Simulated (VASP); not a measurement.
# BAs (F-43m) in VASP: further runs

Runs on BAs. Level: PBE. Tasks: single point.

All numbers are computed with VASP 6.6.1; they aren't measurements. Logs are shortened: lines on timing, memory, paths and dates and some standing lists are left out, and cuts for length are marked.

**1. The undisturbed crystal**

It takes space group F-43m (No. 216, cubic). The conventional cell has a = 4.777 Å, b = 4.777 Å, c = 4.777 Å, α = 90.00°, β = 90.00°, γ = 90.00°. B (site symmetry -43m) has 4 As at 2.07 Å as nearest neighbours. Around As (site symmetry -43m) lie 4 B at 2.07 Å.

**2. Single point, PBE (a relaxed cell with its volume scaled by 0.94)**

File INCAR:

```
SYSTEM = BAs
PREC = Accurate ; ENCUT = 520
EDIFF = 1E-7 ; ISMEAR = 0
SIGMA = 0.02 ; LREAL = .False.
LASPH = .True. ; NELM = 60
ALGO = Normal ; ISIF = 2
LWAVE = .False. ; LCHARG = .False.
GGA = PE ; NBANDS = 11
```

File KPOINTS:

```
regular mesh
0
Gamma
  8 8 8
  0 0 0
```

File POSCAR:

```
BAs                                     
1.0
    0.0000000000      2.3590498726      2.3590498726
    2.3590498726      0.0000000000      2.3590498726
    2.3590498726      2.3590498726      0.0000000000
  B               As            
     1     1
Direct
     0.0000000000000000    0.0000000000000000    0.0000000000000000
     0.2500000000000000    0.2500000000000000    0.2500000000000000
```

Potentials or basis: VASP PAW PBE potentials, release 64 (B, As).

On the command line:

```
$ cat potpaw_PBE.64/B/POTCAR potpaw_PBE.64/As/POTCAR > POTCAR
$ mpirun -np 1 vasp_std > vasp.out
```

OUTCAR:

```text
SYSTEM = BAs
   PREC = Accurate
   ENCUT = 520
   EDIFF = 1E-7
   ISMEAR = 0
   LREAL = .False.
   LASPH = .True.
   NELM = 60
   ISIF = 2
   GGA = PE

 ion  position               nearest neighbor table
   1  0.000  0.000  0.000-   2 2.04   2 2.04   2 2.04   2 2.04
   2  0.250  0.250  0.250-   1 2.04   1 2.04   1 2.04   1 2.04

  LATTYP: Found a face centered cubic cell.
 ALAT       =     4.7180997452

  Lattice vectors:

 A1 = (   0.0000000000,   2.3590498726,   2.3590498726)
 A2 = (   2.3590498726,   0.0000000000,   2.3590498726)
 A3 = (   2.3590498726,   2.3590498726,   0.0000000000)

Analysis of symmetry for initial positions (statically):
=====================================================================
 Subroutine PRICEL returns:
 Original cell was already a primitive cell.

 Routine SETGRP: Setting up the symmetry group for a
 face centered cubic supercell.

 Subroutine GETGRP returns: Found 24 space group operations
 (whereof 24 operations were pure point group operations)
 out of a pool of 48 trial point group operations.

The static configuration has the point symmetry T_d .

Analysis of symmetry for dynamics (positions and initial velocities):
=====================================================================
 Subroutine PRICEL returns:
 Original cell was already a primitive cell.

 Routine SETGRP: Setting up the symmetry group for a
 face centered cubic supercell.

 Subroutine GETGRP returns: Found 24 space group operations
 (whereof 24 operations were pure point group operations)
 out of a pool of 48 trial point group operations.

The dynamic configuration has the point symmetry T_d .

 Subroutine INISYM returns: Found 24 space group operations
 (whereof 24 operations are pure point group operations),
 and found     1 'primitive' translations

----------------------------------------------------------------------------------------

                                     Primitive cell

  volume of cell :      26.2568

  direct lattice vectors                    reciprocal lattice vectors
     0.000000000  2.359049873  2.359049873    -0.211949737  0.211949737  0.211949737
     2.359049873  0.000000000  2.359049873     0.211949737 -0.211949737  0.211949737
     2.359049873  2.359049873  0.000000000     0.211949737  0.211949737 -0.211949737

  length of vectors
     3.336200324  3.336200324  3.336200324     0.367107713  0.367107713  0.367107713

  position of ions in fractional coordinates (direct lattice)
     0.000000000  0.000000000  0.000000000
     0.250000000  0.250000000  0.250000000

  ion indices of the primitive-cell ions
   primitive index   ion index
                 1           1
                 2           2

----------------------------------------------------------------------------------------

 KPOINTS: regular mesh

Automatic generation of k-mesh.
 Grid dimensions read from file:
 generate k-points for:    8    8    8

 Generating k-lattice:

  Cartesian coordinates                     Fractional coordinates (reciprocal lattice)
    -0.026493717  0.026493717  0.026493717     0.125000000  0.000000000  0.000000000
     0.026493717 -0.026493717  0.026493717     0.000000000  0.125000000  0.000000000
     0.026493717  0.026493717 -0.026493717     0.000000000  0.000000000  0.125000000

  Length of vectors
     0.045888464  0.045888464  0.045888464

  Shift w.r.t. Gamma in fractional coordinates (k-lattice)
     0.000000000  0.000000000  0.000000000

 Subroutine IBZKPT returns following result:
 ===========================================

 Found     29 irreducible k-points:

 Following reciprocal coordinates:
            Coordinates               Weight
  0.000000  0.000000  0.000000      1.000000
  0.125000  0.000000  0.000000      8.000000
  0.250000  0.000000  0.000000      8.000000
  0.375000  0.000000  0.000000      8.000000
  0.500000  0.000000  0.000000      4.000000
  0.125000  0.125000  0.000000      6.000000
[... 16 lines left out ...]
  0.500000  0.250000  0.125000     48.000000
 -0.375000  0.250000  0.125000     24.000000
 [... further k-points ...]
   k-points           NKPTS =     29   k-points in BZ     NKDIM =     29   number of bands    NBANDS=     11
   number of dos      NEDOS =    301   number of ions     NIONS =      2
   total plane-waves  NPLWV =  21952
   dimension x,y,z NGX =    28 NGY =   28 NGZ =   28
   dimension x,y,z NGXF=    56 NGYF=   56 NGZF=   56
   ions per type =               1   1
   NGX,Y,Z   is equivalent  to a cutoff of  13.95, 13.95, 13.95 a.u.
   NGXF,Y,Z  is equivalent  to a cutoff of  27.91, 27.91, 27.91 a.u.
 SYSTEM =  BAs
   PREC   = accura    normal or accurate (medium, high low for compatibility)
   ISTART =      0    job   : 0-new  1-cont  2-samecut
   ICHARG =      2    charge: 1-file 2-atom 10-const
   ISPIN  =      1    spin polarized calculation?
   LNONCOLLINEAR =      F non collinear calculations
   LSORBIT =      F    spin-orbit coupling
   LASPH  =      T    aspherical Exc in radial PAW
   ENCUT  =  520.0 eV  38.22 Ry    6.18 a.u.   6.20  6.20  6.20*2*pi/ulx,y,z
   NELM   =     60;   NELMIN=  2; NELMDL= -5     # of ELM steps
   EDIFF  = 0.1E-06   stopping-criterion for ELM
   LREAL  =      F    real-space projection
   EDIFFG = 0.1E-05   stopping-criterion for IOM
   NSW    =      0    number of steps for IOM
   IBRION =     -1    ionic relax: 0-MD 1-quasi-New 2-CG
   NFREE  =      0    steps in history (QN), initial steepest desc. (CG)
   ISIF   =      2    stress and relaxation
   ISYM   =      2    0-nonsym 1-usesym 2-fastsym
   POTIM  = 0.5000    time-step for ionic-motion
   TEBEG  =    0.0;   TEEND  =   0.0 temperature during run
   PSTRESS=    0.0 pullay stress
   NELECT =       8.0000    total number of electrons
   NUPDOWN=      -1.0000    fix difference up-down
   EMIN   =  10.00;   EMAX   =-10.00  energy-range for DOS
   EFERMI =   0.00;   METHOD = LEGACY
   ISMEAR =     0;   SIGMA  =   0.02  broadening in eV -4-tet -1-fermi 0-gaus
   EFERMI_NEDOS =   21; number of points for ismear=-14 and -15
   IALGO  =     38    algorithm
   IMIX   =      4    mixing-type and parameters
     AMIX     =   0.40;   BMIX     =  1.00
     AMIX_MAG =   1.60;   BMIX_MAG =  1.00
  volume/ion in A,a.u.               =      13.13        88.59
  Fermi-wavevector in a.u.,A,eV,Ry     =   1.101601  2.081724 16.511011  1.213525
  Thomas-Fermi vector in A             =   2.238031
   LORBIT       =      0    0 simple, 1 ext, 2 COOP (PROOUT), +10 PAW based schemes
   GGA     = PE    functional components
   LHFCALC =     F    Hartree Fock is set to
   AEXX    =    0.0000 exact exchange contribution
   IVDW    =     0    specifies the selected vdW correction
   LEPSILON=     F    determine dielectric tensor
   LRPA    =     F    only Hartree local field effects (RPA)
 non-spin polarized calculation
 Gauss-broadening in eV      SIGMA  =   0.02
  energy-cutoff  :      520.00
  volume of cell :       26.26
 maximum number of plane-waves:       725
 NGX is ok and might be reduce to    28
   NGX = 13   NGY = 13   NGZ = 13

 number of electron       8.0000000 magnetization

 Free energy of the ion-electron system (eV)
  ---------------------------------------------------
  ext. energy  EPLUGINS =         0.00000000
  ---------------------------------------------------
  free energy    TOTEN  =       -11.36503393 eV

  energy without entropy =      -11.36503393  energy(sigma->0) =      -11.36503393

 E-fermi :   6.6523     XC(G=0): -10.7458

 val. band max:        6.5444159269   @ k =   0.0000   0.0000   0.0000
 cond. band min:       7.6965543791   @ k =   0.3750   0.3750   0.0000
 fundamental gap:      1.1521384521
 Fermi energy:         6.6523455355

 k-point     1 :       0.0000    0.0000    0.0000
  band No.  band energies     occupation
      1      -9.2026      2.00000
      2       6.5444      2.00000
      3       6.5444      2.00000
      4       6.5444      2.00000
      5       9.8684      0.00000
      6       9.8684      0.00000
      7       9.8684      0.00000
      8      11.7099      0.00000
      9      16.3126      0.00000
     10      19.6466      0.00000
     11      19.6466      0.00000

 k-point     2 :       0.1250    0.0000    0.0000
  band No.  band energies     occupation
      1      -8.9377      2.00000
      2       4.5423      2.00000
      3       6.0874      2.00000
      4       6.0874      2.00000
      5      10.0827      0.00000
      6      10.4679      0.00000
      7      10.4679      0.00000
      8      12.8771      0.00000
      9      17.3008      0.00000
     10      18.2551      0.00000
     11      18.2551      0.00000

 k-point     3 :       0.2500    0.0000    0.0000
  band No.  band energies     occupation
      1      -8.1644      2.00000
      2       1.4841      2.00000
      3       5.3514      2.00000
      4       5.3514      2.00000
      5       9.8079      0.00000
      6      11.2792      0.00000
      7      11.2792      0.00000
      8      14.7051      0.00000
      9      17.8708      0.00000
     10      17.8708      0.00000
     11      18.0467      0.00000

 k-point     4 :       0.3750    0.0000    0.0000
  band No.  band energies     occupation
      1      -7.0072      2.00000
      2      -1.1882      2.00000
      3       4.8363      2.00000
      4       4.8363      2.00000
      5       9.5495      0.00000
      6      11.4311      0.00000
      7      11.4311      0.00000
      8      15.4851      0.00000
      9      18.6441      0.00000
     10      19.4069      0.00000
     11      19.4069      0.00000

 k-point     5 :       0.5000    0.0000    0.0000
  band No.  band energies     occupation
      1      -6.1926      2.00000
      2      -2.5231      2.00000
      3       4.6582      2.00000
      4       4.6582      2.00000
      5       9.4584      0.00000
      6      11.3667      0.00000
      7      11.3667      0.00000
      8      15.4784      0.00000
      9      19.5394      0.00000
     10      21.3938      0.00000
     11      21.3938      0.00000
[... 211 lines left out ...]
 k-point    21 :       0.5000    0.5000    0.0000
  band No.  band energies     occupation
      1      -4.8150      2.00000
      2      -2.1982      2.00000
      3       2.3056      2.00000
      4       2.3056      2.00000
      5       7.9214      0.00000
      6       7.9504      0.00000
      7      18.2717      0.00000
      8      18.2717      0.00000
      9      19.7478      0.00000
     10      24.4344      0.00000
     11      24.6815      0.00000

 k-point    22 :       0.3750    0.2500    0.1250
  band No.  band energies     occupation
      1      -7.4874      2.00000
      2       1.2632      2.00000
      3       2.6802      2.00000
      4       4.4519      2.00000
      5       9.8119      0.00000
      6      11.9889      0.00000
      7      12.5292      0.00000
      8      13.9269      0.00000
      9      17.4853      0.00000
     10      20.1184      0.00000
     11      21.1211      0.00000

 k-point    23 :       0.5000    0.2500    0.1250
  band No.  band energies     occupation
      1      -6.3679      2.00000
      2      -0.7925      2.00000
      3       1.9569      2.00000
      4       3.6995      2.00000
      5      10.4528      0.00000
      6      11.7348      0.00000
      7      13.2178      0.00000
      8      14.8153      0.00000
      9      18.1647      0.00000
     10      20.1590      0.00000
     11      22.3916      0.00000

 k-point    24 :      -0.3750    0.2500    0.1250
  band No.  band energies     occupation
      1      -5.5943      2.00000
      2      -1.9873      2.00000
      3       1.8427      2.00000
      4       3.3448      2.00000
      5      10.5707      0.00000
      6      11.4136      0.00000
      7      14.2096      0.00000
      8      15.7970      0.00000
      9      17.0667      0.00000
     10      20.9774      0.00000
     11      22.0625      0.00000

 [... further k-points ...]

------------------------ aborting loop because EDIFF is reached ----------------------------------------

  FORCE on cell =-STRESS in cart. coord.  units (eV):
  Direction    XX          YY          ZZ          XY          YZ          ZX
  --------------------------------------------------------------------------------------
  -------------------------------------------------------------------------------------
  Total        1.5223358      1.5223358      1.5223358      0.0000000      0.0000000     -0.0000000
  in kB       92.8922933     92.8922933     92.8922933      0.0000000      0.0000000     -0.0000000
  external PRESSURE =      92.8922933 kB  Pullay stress =       0.0000000 kB

 VOLUME and BASIS-vectors are now :
 -----------------------------------------------------------------------------
  energy-cutoff  :      520.00
  volume of cell :       26.26
      direct lattice vectors                 reciprocal lattice vectors
     0.000000000  2.359049873  2.359049873    -0.211949737  0.211949737  0.211949737
     2.359049873  0.000000000  2.359049873     0.211949737 -0.211949737  0.211949737
     2.359049873  2.359049873  0.000000000     0.211949737  0.211949737 -0.211949737

 POSITION                                       TOTAL-FORCE (eV/Angst)
 -----------------------------------------------------------------------------------
      0.00000      0.00000      0.00000        -0.000000     -0.000000     -0.000000
      1.17952      1.17952      1.17952         0.000000      0.000000      0.000000
 -----------------------------------------------------------------------------------
    total drift:                               -0.000000     -0.000000     -0.000000

  FREE ENERGIE OF THE ION-ELECTRON SYSTEM (eV)
  ---------------------------------------------------
  free  energy   TOTEN  =       -11.3650339282 eV

  energy  without entropy=      -11.3650339282  energy(sigma->0) =      -11.36503393
```

Run time: 14 s. Hardware: 1 thread of Intel Xeon Platinum 8375C at 2.90GHz (Ice Lake), shared host; peak memory 0.15 GiB.

What came out:

| Quantity | Value |
| --- | --- |
| Free energy | -11.3650 eV |
| Pressure | 9.3 GPa |
| Band gap on the k mesh | 1.15 eV, indirect (least direct gap 3.32 eV) |

Levels at points of the mesh, in eV from the valence-band top:
```csv
k point,band 1,band 2,band 3,band 4,band 5,band 6,band 7,band 8,band 9
"(0.00, 0.00, 0.00)",-15.75,0.00,0.00,0.00,3.32,3.32,3.32,5.17,9.77
"(0.50, 0.00, 0.00)",-12.74,-9.07,-1.89,-1.89,2.91,4.82,4.82,8.93,13.00
"(0.50, 0.50, 0.00)",-11.36,-8.74,-4.24,-4.24,1.38,1.41,11.73,11.73,13.20
```

A k mesh can miss the band edges.

**3. Single point, PBE (a relaxed cell with its volume scaled by 1.06)**

INCAR is that of step 2.

KPOINTS is that of step 2.

File POSCAR:

```
BAs                                     
1.0
    0.0000000000      2.4554426379      2.4554426379
    2.4554426379      0.0000000000      2.4554426379
    2.4554426379      2.4554426379      0.0000000000
  B               As            
     1     1
Direct
     0.0000000000000000    0.0000000000000000    0.0000000000000000
     0.2500000000000000    0.2500000000000000    0.2500000000000000
```

Potentials or basis: VASP PAW PBE potentials, release 64 (B, As).

On the command line:

```
$ cat potpaw_PBE.64/B/POTCAR potpaw_PBE.64/As/POTCAR > POTCAR
$ mpirun -np 1 vasp_std > vasp.out
```

Run time: 16 s. Hardware: 1 thread of Intel Xeon Platinum 8375C at 2.90GHz (Ice Lake), shared host; peak memory 0.16 GiB.

The run converged. Its results:

```
Free energy            : -11.3744 eV
Pressure               : -6.8 GPa
Band gap on the k mesh : 1.27 eV, indirect (least direct gap 3.18 eV)
```

Levels at points of the mesh, in eV from the valence-band top:
```csv
k point,band 1,band 2,band 3,band 4,band 5,band 6,band 7,band 8
"(0.00, 0.00, 0.00)",-14.67,0.00,0.00,0.00,3.18,3.18,3.18,3.66
"(0.50, 0.00, 0.00)",-12.09,-8.21,-1.68,-1.68,2.23,4.68,4.68,8.68
"(0.50, 0.50, 0.00)",-10.91,-8.08,-3.74,-3.74,1.51,1.52,10.59,10.59
```

A k mesh can miss the band edges.

**4. Single point, PBE (a relaxed cell with its volume scaled by 0.91)**

INCAR is that of step 3.

KPOINTS is that of step 3.

File POSCAR:

```
BAs                                     
1.0
    0.0000000000      2.3336817789      2.3336817789
    2.3336817789      0.0000000000      2.3336817789
    2.3336817789      2.3336817789      0.0000000000
  B               As            
     1     1
Direct
     0.0000000000000000    0.0000000000000000    0.0000000000000000
     0.2500000000000000    0.2500000000000000    0.2500000000000000
```

On the command line:

```
$ cat potpaw_PBE.64/B/POTCAR potpaw_PBE.64/As/POTCAR > POTCAR
$ mpirun -np 1 vasp_std > vasp.out
```

Run time: 15 s. Hardware: 1 thread of Intel Xeon Platinum 8375C at 2.90GHz (Ice Lake), shared host; peak memory 0.15 GiB.

Results (log left out):

| Item | Value |
| --- | --- |
| Free energy | -11.3014 eV |
| Pressure | 15.1 GPa |
| Band gap on the k mesh | 1.12 eV, indirect (least direct gap 3.37 eV) |

Levels at points of the mesh, in eV from the valence-band top:
```
           k point  band 1  band 2  band 3  band 4  band 5  band 6  band 7  band 8
(0.00, 0.00, 0.00)  -16.06    0.00    0.00    0.00    3.37    3.37    3.37    5.59
(0.50, 0.00, 0.00)  -12.92   -9.32   -1.94   -1.94    3.11    4.86    4.86    8.99
(0.50, 0.50, 0.00)  -11.49   -8.93   -4.38   -4.38    1.33    1.37   12.05   12.05
```

Caveat: so large a pressure means that the cell lies far from this level's equilibrium, or that cutoff or potentials fall short.

**5. The runs side by side**

| cell | gap on the mesh (eV) | pressure (GPa) |
| --- | --- | --- |
| a relaxed cell with its volume scaled by 0.94 | 1.15 | 9.3 |
| a relaxed cell with its volume scaled by 1.06 | 1.27 | -6.8 |
| a relaxed cell with its volume scaled by 0.91 | 1.12 | 15.1 |

Alike in all rows: task single point; level PBE; potentials or basis VASP PAW PBE potentials, release 64 (B, As); no spin polarisation; k mesh 8 × 8 × 8; cutoff (eV) 520; smearing gaussian 0.02 eV.

Caveats: so large a pressure means that the cell lies far from this level's equilibrium, or that cutoff or potentials fall short (some runs).

Absolute energies hang on the potentials; compare differences alone.
